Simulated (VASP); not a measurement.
Wanted: the native input for a VASP 6.6.1 run.

```
Task                   : single point
Functional             : PBE
Potentials or basis    : VASP PAW PBE potentials, release 64 (Hf_pv, N)
Cutoff                 : 520 eV
k mesh                 : 8 × 8 × 4
Occupations            : methfessel-paxton, width 0.15 eV
Spin                   : no spin polarisation
Dipole correction      : no
Further INCAR settings : ALGO = Normal; EDIFF = 1e-06; NBANDS = 23
```

The structure of HfN lies in POSCAR:

```
HfN
1.0
    3.1339080200      0.0000000000      0.0000000000
   -1.5669540100      2.7140439600      0.0000000000
    0.0000000000      0.0000000000      5.4167677200
Hf N
2 2
Direct
    0.6666666700      0.3333333300      0.7500000000
    0.3333333300      0.6666666700      0.2500000000
    0.0000000000      0.0000000000      0.0000000000
    0.0000000000      0.0000000000      0.5000000000
```

The cell comes from a database or a generator and needn't be the stable form of this composition.

The input as run:

INCAR

```
SYSTEM = HfN
PREC = Accurate
ENCUT = 520
EDIFF = 1E-6
ISMEAR = 1
SIGMA = 0.15
LREAL = .FALSE.
LASPH = .TRUE.
NELM = 100
ALGO = Normal
ISIF = 2
LWAVE = .FALSE.
LCHARG = .TRUE.
GGA = PE
LELF = .TRUE.
LVHAR = .TRUE.
NBANDS = 23
```

KPOINTS

```
regular mesh
0
G
  8 8 4
  0 0 0
```

Potentials or basis: VASP PAW PBE potentials, release 64 (Hf_pv, N).

Command:

```bash
$ cat potpaw_PBE.64/Hf_pv/POTCAR potpaw_PBE.64/N/POTCAR > POTCAR
$ mpirun -np 1 vasp_std > vasp.out
```

Results of the run:

| Item | Value |
| --- | --- |
| Pressure | 4.1 GPa |
| Band gap on the k mesh | none (metal or under the smearing width) |

Wall time 19 s on 1 thread of AMD EPYC 9R45 (Zen 5), on a shared host, peak memory 0.14 GiB.
